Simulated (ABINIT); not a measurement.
## BN: band structure with RPBE

**The experiment to reproduce.**

A printed reference work, monograph reports, for a bulk crystal of BN at 300 K: band gap 6.4 eV (indirect).

Crystal: BN.

```
N B
1.0
     0.00000    1.81300    1.81300
     1.81300    0.00000    1.81300
     1.81300    1.81300    0.00000
N B
1 1
Direct
  0.25000 0.25000 0.25000
  0.00000 0.00000 0.00000
```

The cell is a database's computed one.

| Property | Result |
| --- | --- |
| Program | ABINIT 10.8.3 (patched build) |
| Task | band structure |
| Functional | RPBE |
| Potentials or basis | JTH PAW PBE v2.0 |
| Cutoff | 844 eV |
| k mesh | 13 × 13 × 13 |
| Occupations | fermi-dirac, width 0.05 eV |
| Spin | no spin polarisation |
| Fine-grid cutoff | 1442.2 eV |

| Quantity | Value |
| --- | --- |
| Pressure | 5.1 GPa |
| Band gap on the k mesh | 4.55 eV, indirect (least direct gap 8.82 eV) |
| Band gap along the path | 4.47 eV, indirect (least direct gap 8.82 eV) |
| Valence electrons inside the program's atomic spheres | N 2.72; B 2.04 |

Levels at the corners of the path, in eV from the valence-band top:
| point | band 1 | band 2 | band 3 | band 4 | band 5 | band 6 | band 7 | band 8 |
| --- | --- | --- | --- | --- | --- | --- | --- | --- |
| Γ | -20.20 | 0.00 | 0.00 | 0.00 | 8.82 | 8.82 | 8.82 | 10.17 |
| X | -14.69 | -8.89 | -4.86 | -4.86 | 4.47 | 9.18 | 17.89 | 17.89 |
| W | -14.40 | -7.60 | -6.89 | -6.44 | 9.61 | 13.24 | 14.51 | 14.54 |
| K | -14.62 | -8.12 | -7.58 | -4.04 | 6.91 | 12.81 | 15.79 | 16.63 |
| Γ | -20.20 | 0.00 | 0.00 | 0.00 | 8.82 | 8.82 | 8.82 | 10.17 |
| L | -16.05 | -10.62 | -1.92 | -1.92 | 10.00 | 10.70 | 10.70 | 15.26 |
| U | -14.62 | -8.12 | -7.58 | -4.04 | 6.91 | 12.81 | 15.79 | 16.63 |
| W | -14.40 | -7.60 | -6.89 | -6.44 | 9.61 | 13.24 | 14.51 | 14.54 |
| L | -16.05 | -10.62 | -1.92 | -1.92 | 10.00 | 10.70 | 10.70 | 15.26 |
| K | -14.62 | -8.12 | -7.58 | -4.04 | 6.91 | 12.81 | 15.79 | 16.63 |

Wall time 30 s on 1 thread of Arm Neoverse V1 (shared host), peak memory 0.11 GiB.

Measured gap of BN: 6.4 eV (indirect; 300 K; a printed reference work, monograph). This calculation gives 4.47 eV (-1.93 eV). The value is that of RPBE, without temperature or zero-point motion. Semilocal functionals fall short of measured gaps as a rule. The cell is a database's relaxed one, not the measured one, which moves gaps too.

Caveat: the PAW data sets were made with another functional, which shifts forces and pressure a little.
